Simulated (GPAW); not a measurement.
# Sb (P6_3/mmc) in GPAW: equation of state

How stiff is Sb in PBEsol, and what volume does it want? The cell is scaled to several volumes.

Program: GPAW 26.7.0. These are calculated values, not measurements. Logs are shortened: lines on timing, memory, paths and dates and some standing lists are left out, and cuts for length are marked. The log counts tension as positive stress, the text compression.

## 1. The crystal as given

Symmetry: P6_3/mmc, No. 194, hexagonal system. Conventional cell: a = 3.355 Å, b = 3.355 Å, c = 5.470 Å, α = 90.00°, β = 90.00°, γ = 120.00°. Sb (site symmetry -6m2) is surrounded by 12 Sb at 3.35 Å.

This isn't the form of Sb at room conditions, which is rhombohedral.

## 2. Equation of state, PBEsol

File run.py:

```python
from ase import Atoms
from ase.eos import EquationOfState
from ase.io import Trajectory
from ase.units import GPa
from gpaw import GPAW, PW, setup_paths

setup_paths.insert(0, '.')

atoms = Atoms(['Sb', 'Sb'],
              cell=[[3.3545324186, 0.0, 0.0],
                    [-1.6772662093, 2.9051102923, 0.0],
                    [0.0, 0.0, 5.47016065]],
              scaled_positions=[[0.6666666667, 0.3333333333, 0.75],
                                [0.3333333333, 0.6666666667, 0.25]],
              pbc=True)

traj = Trajectory('eos.traj', 'w')
volumes, energies = [], []
for x in [0.94, 0.96, 0.98, 1.0, 1.02, 1.04, 1.06]:
    a = atoms.copy()
    a.set_cell(atoms.cell * x**(1 / 3), scale_atoms=True)
    calc = GPAW(mode=PW(600),
                xc='PBEsol',
                kpts={'size': (9, 9, 5), 'gamma': True},
                occupations={'name': 'fermi-dirac', 'width': 0.05},
                nbands=25,
                convergence={'density': 1e-05, 'energy': 1e-05},
                maxiter=150,
                txt=f'eos-{x:.2f}.txt')
    a.calc = calc
    energies.append(a.get_potential_energy(force_consistent=True))
    volumes.append(a.get_volume())
    p = -a.get_stress()[:3].mean() / GPa
    calc.write(f'eos-{x:.2f}.gpw')
    traj.write(a)
    print(f'{x:.2f} {volumes[-1]:10.4f} A^3 {energies[-1]:14.6f} eV {p:9.3f} GPa', flush=True)

v0, e0, B = EquationOfState(volumes, energies, eos='birchmurnaghan').fit()
print(f'V0 = {v0:.4f} A^3, E0 = {e0:.6f} eV, B0 = {B / GPa:.2f} GPa')
```

Potentials or basis: PAW data sets generated in the run's folder for this functional, pw.

Started as:

```bash
gpaw-setup -f PBEsol Sb
OMP_NUM_THREADS=1 python run.py
```

Output:

```text
__  _  _
 | _ |_)|_||  |
 |__||  | ||/\| - 26.7.0

Input parameters:
  mode=PW(ecut=600.0),
  convergence={'density': 1e-05, 'energy': 1e-05},
  kpts=MonkhorstPack(size=(9, 9, 5), gamma=True),
  maxiter=150,
  nbands=25,
  occupations=Occupations(name='fermi-dirac', width=0.05),
  xc=XC(name='PBEsol')

Diagonalizing LCAO Hamiltonian
Converting LCAO to pw mode

           Sb

        Sb

Atoms  # Å, Bohr magnetons
|   | symbol |         x |        y |        z |    initial magnetic moments |
|---|--------|-----------|----------|----------|-----------------------------|
| 0 |     Sb |  1.643027 | 0.948602 | 4.018870 | ( 0.0000,  0.0000,  0.0000) |
| 1 |     Sb | -0.000000 | 1.897204 | 1.339623 | ( 0.0000,  0.0000,  0.0000) |

Unit cell  # Å
| periodic |         x |        y |        z |  lengths |     angles |
|----------|-----------|----------|----------|----------|------------|
|      yes |  3.286053 | 0.000000 | 0.000000 | 3.286053 |  90.000000 |
|      yes | -1.643027 | 2.845806 | 0.000000 | 3.286053 |  90.000000 |
|      yes |  0.000000 | 0.000000 | 5.358493 | 5.358493 | 120.000000 |

Number of symmetries: 12
Symmetry operations  # r_c * U_cc + t_c -> r_c
|    | kind |            matrix            |
|----|------|------------------------------|
|  0 |  σ   |  1, 1, 0,  0,-1, 0,  0, 0, 1 |
|  1 |  S6  |  1, 1, 0, -1, 0, 0,  0, 0,-1 |
|  2 |  E   |  1, 0, 0,  0, 1, 0,  0, 0, 1 |
|  3 |  C2  |  1, 0, 0, -1,-1, 0,  0, 0,-1 |
|  4 |  C2  |  0, 1, 0,  1, 0, 0,  0, 0,-1 |
|  5 |  C3  |  0, 1, 0, -1,-1, 0,  0, 0, 1 |
|  6 |  S6  |  0,-1, 0,  1, 1, 0,  0, 0,-1 |
|  7 |  σ   |  0,-1, 0, -1, 0, 0,  0, 0, 1 |
|  8 |  σ   | -1, 0, 0,  1, 1, 0,  0, 0, 1 |
|  9 |  i   | -1, 0, 0,  0,-1, 0,  0, 0,-1 |
| 10 |  C3  | -1,-1, 0,  1, 0, 0,  0, 0, 1 |
| 11 |  C2  | -1,-1, 0,  0, 1, 0,  0, 0,-1 |

BZ-sampling:
  Number of BZ points: 405
  Number of IBZ points: 50

  Monkhorst-Pack size: [9, 9, 5]
  Monkhorst-Pack shift: [0, 0, 0]

K-points  # in reciprocal-cell coordinates
|     |                                coordinates |     weight |
|-----|--------------------------------------------|------------|
|   0 | (  0.00000000,   0.00000000,   0.00000000) | 0.00246914 |
|   1 | (  0.00000000,   0.00000000,   0.20000000) | 0.00493827 |
|   2 | (  0.00000000,   0.00000000,   0.40000000) | 0.00493827 |
|   3 | (  0.11111111,   0.00000000,  -0.40000000) | 0.01481481 |
|   4 | (  0.11111111,   0.00000000,  -0.20000000) | 0.01481481 |
|   5 | (  0.11111111,   0.00000000,   0.00000000) | 0.01481481 |
|   6 | (  0.11111111,   0.00000000,   0.20000000) | 0.01481481 |
|   7 | (  0.11111111,   0.00000000,   0.40000000) | 0.01481481 |
|   8 | (  0.22222222,  -0.11111111,   0.00000000) | 0.01481481 |
|   9 | (  0.22222222,  -0.11111111,   0.20000000) | 0.02962963 |
| ... |                                            |            |
|  49 | (  0.44444444,   0.44444444,   0.40000000) | 0.02962963 |

Plane wave coefficients: 1713
Cutoff: 600.0 eV

Spin-components: 1 (collinear spins)
Bands:           25
Projectors:      12
Spin-degeneracy: 2
Datatype:        complex128

Parallelization:
  kpt:    1
  domain: 1
  band:   1

Density:
  Valence electrons: 30.0
  Components: 1
  Grid points: [20 20 32]
  Charge: 0.0  # |e|

Potential:
  Grid points: [20 20 32]

species:
  Sb:
    name:    Antimony
    Z:       51.0
    valence: 15
    core:    36
    charge:  0.0  # [|e|]
    compensation charges:
      type: gauss
      rc: 0.36  # [Å]
      lmax: 2
    cutoffs:
      filter: 2.23  # [Å]
      core: 2.23  # [Å]
    projectors
    | kind |    occ | energy [eV] | rcut [Å] |
    |------|--------|-------------|----------|
    |   5s |  2.000 |     -12.861 |    1.154 |
    |   5p |  3.000 |      -4.846 |    1.233 |
    |   4d | 10.000 |     -33.456 |    1.196 |
    |    s |        |      14.351 |    1.154 |
    |    p |        |      22.365 |    1.233 |
    |    d |        |      -6.245 |    1.196 |

    Using partial waves for Sb as LCAO basis

Reference energy: -352409.566924  # eV

eigensolver:
  PPCG
  Converge bands: occupied
  niter=2

density mixing:
  MSR1-Mixer
  Pratt-step length: 0.05
  Maximum mixing coefficient: 0.75
  Old densities: 10
  SVD Regularization: 0.005
  Good broyden scale: 1.0
  Trust region scale: 1.0
  Backstep threshold: 4.0
  History deletion threshold: 6.0
  Fourier metric: weight=20.0, sigma=0.015

occupation numbers:
  Fermi-Dirac:
    width: 0.0500  # eV

poisson solver:
  ecut: 4800.0  # eV

xc functional:
  name: PBEsol with 2 nearest neighbor stencil

convergence criteria:
- Maximum integral of absolute [dens]ity change: 1e-05 electrons / valence electron
- Maximum [total energy] change in last 3 cyles: 1e-05 eV / valence electron
- Maximum integral of absolute [eigenst]ate change: 4e-08 eV^2 / valence electron
maximum number of iterations: 150

SCF iterations
|iter     | |      energy | eigst |  dens |
|---------|-|-------------|-------|-------|
|iter:   1| |   -9.227564 | +0.50 |       |
|iter:   2| |   -9.232888 | -2.08 | -1.85 |
|iter:   3| |   -9.215543 | -2.64 | -1.87 |
|iter:   4| |   -9.215583 | -4.10 | -2.51 |
|iter:   5| |   -9.215651c| -5.05 | -2.95 |
|iter:   6| |   -9.215658c| -5.81 | -3.66 |
|iter:   7| |   -9.215658c| -6.67 | -4.14 |
|iter:   8| |   -9.215658c| -7.94c| -4.99 |
|iter:   9| |   -9.215658c| -8.23c| -5.35c|

Converged in 9 steps
Energy contributions relative to reference atoms: (reference = -352409.566924)

Energy contributions:
  Kinetic:           2.067429
  Coulomb:          -1.821638
  Zero:              0.313492
  External:          0.000000
  Xc:               -9.770336
  Entropy:          -0.009208
  Spinorbit:         0.000000
  ----------------------------
  Free energy:      -9.220262
  Extrapolated:     -9.215658

dipole moment: (-0.000000, -0.000001, -0.000001)  # |e|*Ang

Fermi level: 8.825
Eigenvalues  # (at kpt = [0.000, 0.000, 0.000])
| band index |      eig [eV] | occ [0-2] |
|------------|---------------|-----------|
|          0 |       -20.361 |     2.000 |
|        ... |               |           |
|          5 |       -20.334 |     2.000 |
|          6 |       -20.327 |     2.000 |
|          7 |       -20.327 |     2.000 |
|          8 |       -20.263 |     2.000 |
|          9 |       -20.263 |     2.000 |
|         10 |        -4.584 |     2.000 |
[... 8 lines left out ...]
|         19 |        18.139 |     0.000 |
|         20 |        19.664 |     0.000 |
|        ... |               |           |
|         24 |        21.529 |     0.000 |

No gap
No difference between direct/indirect transitions

Stress tensor  # eV/Ang^3
|         x |         y |         z |
|-----------|-----------|-----------|
| -0.013856 |  0.000000 |  0.000000 |
|  0.000000 | -0.013856 |  0.000000 |
|  0.000000 |  0.000000 | -0.014128 |

# Writing to eos-0.94.gpw (mode='')
```

It took 2.6 min on 1 thread of Intel Xeon Platinum 8375C at 2.90GHz (Ice Lake), shared host; peak memory 0.4 GiB.

What came out:

```
Equilibrium volume                        : 25.85 Å³/atom
Bulk modulus at fixed shape and positions : 66 GPa
Pressure derivative of the bulk modulus   : 4.2 (rough: it moves with the points fitted)
```

Energy against volume, from the lowest point:
```csv
volume (Å³/atom),energy (meV/atom)
25.055,4.87
25.588,0.00
26.121,0.02
26.654,4.33
27.187,12.50
27.720,24.18
28.253,39.05
```

Caveat: the cell was scaled at fixed shape and fractional positions, which overstates the stiffness of a crystal with free parameters, most of all of layers and chains.
